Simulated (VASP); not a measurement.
A run of VASP 6.6.1:

The input POSCAR:

```
W
1.0
    1.4969457187      0.8642620137      4.1974215399
   -1.4969457187      0.8642620137      4.1974215399
    0.0000000000     -1.7285240273      4.1974215399
W
2
Direct
    0.2500003758      0.2500003758      0.2500003758
    0.7499996242      0.7499996242      0.7499996242
```

INCAR.step1

```
SYSTEM = W
PREC = Accurate ; ENCUT = 520
ISMEAR = 0 ; SIGMA = 0.1
LREAL = .False. ; LASPH = .True.
NELM = 100 ; NBANDS = 21
GGA = PE ; ALGO = Normal
EDIFF = 1E-4 ; LWAVE = .True.
LCHARG = .False.
```

File INCAR.step2:

```
SYSTEM = W
PREC = Accurate ; ENCUT = 520
EDIFF = 1E-6 ; ISMEAR = 0
SIGMA = 0.1 ; LREAL = .False.
LASPH = .True. ; NELM = 100
ALGO = Normal ; ISIF = 2
LWAVE = .False. ; LCHARG = .False.
METAGGA = R2SCAN ; LMIXTAU = .True.
NBANDS = 21 ; ISTART = 1
```

Contents of KPOINTS:

```
Automatic mesh
0
Gamma
  6 6 6
  0 0 0
```

Potentials or basis: VASP PAW PBE potentials, release 64 (W_sv).

Command:

```console
$ cat potpaw_PBE.64/W_sv/POTCAR > POTCAR
$ cp INCAR.step1 INCAR
$ mpirun -np 1 vasp_std > vasp.out
$ cp INCAR.step2 INCAR
$ mpirun -np 1 vasp_std > vasp.out
```

Hardware: 1 thread of Intel(R) Xeon(R) 6975P-C (Granite Rapids), with other jobs on the host.

**Question.** How long does it take, and how much memory?

**Answer.** Run time: 51 s on 1 thread of Intel(R) Xeon(R) 6975P-C (Granite Rapids) (shared host), peak memory 0.22 GiB. Counts: scf iterations 8, k points 32.
